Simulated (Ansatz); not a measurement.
Level of theory: DFT PBE, scalar-relativistic, plane waves, PAW (Ansatz 0.2.0). All cells share a 420 eV cutoff and Γ-centred k meshes spaced at most about 0.3 Å⁻¹ (about 0.25 or finer for metals, 2π included). No spin polarisation.

Temperature and zero-point effects are left out.

Question: Order these relaxed structures of Cd4Te by energy, lowest first, with the energy over the lowest of them.
A.

```xyz
5
Lattice="0.0000 4.2392 4.2392 4.2392 0.0000 4.2392 4.2392 4.2392 0.0000" Properties=species:S:1:pos:R:3 pbc="T T T"
Cd    3.1791    5.2994    5.2994
Cd    5.2994    3.1791    5.2994
Cd    5.2994    5.2994    3.1791
Cd    3.1791    3.1791    3.1791
Te    6.3589    6.3589    6.3589
```

B.

```xyz
5
Lattice="-3.8039 3.8039 2.1883 3.8039 -3.8039 2.1883 3.8039 3.8039 -2.1883" Properties=species:S:1:pos:R:3 pbc="T T T"
Cd    1.4537    3.0377    0.0000
Cd    4.5701    1.4537    0.0000
Cd    2.3502    0.7662    2.1883
Cd   -0.7662    2.3502    2.1883
Te    0.0000    0.0000    0.0000
```

Answer: B (0 meV/atom), A (103 meV/atom). Forms: B I4/m; A F-43m. Counting Cd atoms around Te (those within 1.25 times the shortest such distance or 1.15 times the sum of covalent radii; the shortest distance is added where it is long for a bond): B has Te 12; A has Te 12 from 3.5 Å. Both come from invented guesses. Even the lowest of the cells shown lies +0.06 eV/atom against the elements.

These runs have no spin–orbit coupling, which can matter for Te. Cells relaxed within their symmetry can be saddle points. Some types were kept out of the candidates beforehand, so the set may lack a known form.
